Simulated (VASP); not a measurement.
Here is a VASP 6.6.1 calculation.

INCAR

```
PREC = Accurate ; ENCUT = 520
EDIFF = 1E-6 ; ISMEAR = 0
SIGMA = 0.1 ; LREAL = False
LASPH = True ; NELM = 120
ALGO = Normal ; ISIF = 3
LWAVE = False ; LCHARG = False
ISPIN = 2 ; MAGMOM = 0 3
LORBIT = 11 ; LMAXMIX = 4
GGA = PE ; IBRION = 2
NSW = 90 ; EDIFFG = -0.01
```

KPOINTS

```
Automatic mesh
0
Gamma
  15 15 15
```

POSCAR

```
AlFe
1.0
    2.9100000000      0.0000000000      0.0000000000
    0.0000000000      2.9100000000      0.0000000000
    0.0000000000      0.0000000000      2.9100000000
Al Fe
1 1
Direct
    0.0000000000      0.0000000000      0.0000000000
    0.5000000000      0.5000000000      0.5000000000
```

Potentials or basis: VASP PAW PBE potentials, release 64 (Al, Fe).

Launch:

```console
$ cat potpaw_PBE.64/Al/POTCAR potpaw_PBE.64/Fe/POTCAR > POTCAR
$ mpirun -np 1 vasp_std > vasp.out
```

What does it give for the site moments?

Al -0.02; Fe +0.75 μB.

What does it give for the relaxed volume?

11.87 Å³/atom.

Predict the relaxed cell.

a = 2.874 Å, b = 2.874 Å, c = 2.874 Å, α = 90.00°, β = 90.00°, γ = 90.00°.

Final structure:
```
Al Fe
1.0
     2.87435    0.00000    0.00000
     0.00000    2.87435    0.00000
     0.00000    0.00000    2.87435
Al Fe
1 1
Cartesian
  0.0000 0.0000 0.0000
  1.4372 1.4372 1.4372
```
